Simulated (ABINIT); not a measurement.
KMgF3:

```xyz
5
Lattice="3.9859 0.0000 0.0000 0.0000 3.9859 0.0000 0.0000 0.0000 3.9859" Properties=species:S:1:pos:R:3 pbc="T T T"
K     1.9929    1.9929    1.9929
Mg    0.0000    0.0000    0.0000
F     0.0000    0.0000    1.9929
F     0.0000    1.9929    0.0000
F     1.9929    0.0000    0.0000
```

- Program: ABINIT 10.8.3 (patched build)
- Task: single point
- Functional: PBE
- Potentials or basis: JTH PAW PBE v2.0
- Cutoff: 626 eV
- k mesh: 7 × 7 × 7
- Occupations: fermi-dirac, width 0.05 eV
- Spin: no spin polarisation

On this cell: pressure 3.8 GPa; largest force zero by symmetry; band gap on the k mesh 7.35 eV, indirect (least direct gap 7.63 eV).

The same run follows on a disturbed copy (atoms moved at random, drawn with an rms of 0.05 Å):

```
CELL_PARAMETERS angstrom
3.98590 0.00000 0.00000
0.00000 3.98590 0.00000
0.00000 0.00000 3.98590
ATOMIC_POSITIONS crystal
K 0.49156 0.52142 0.48379
Mg 0.99814 0.00623 0.00020
F 0.00155 0.00084 0.51513
F 0.99759 0.48898 0.00974
F 0.50671 0.00814 0.99723
```

**Question.** What does the disturbed cell give?

**Answer.** The energy moves by +13.2 meV/atom; pressure 4.4 GPa; largest force 0.800 eV/Å; band gap on the k mesh 7.34 eV, indirect (least direct gap 7.62 eV).

Forces on the atoms (eV/Å):
```
K    0.087 -0.187  0.202
Mg   0.208 -0.416  0.350
F    0.026 -0.063 -0.665
F    0.053  0.798  0.000
F   -0.374 -0.132  0.112
```

Stress tensor (GPa, compression positive):
```
 4.29 -0.03  0.02
-0.03  4.57  0.05
 0.02  0.05  4.44
```

Caveats: an odd mesh through Γ misses points on the zone boundary, where band edges often lie.
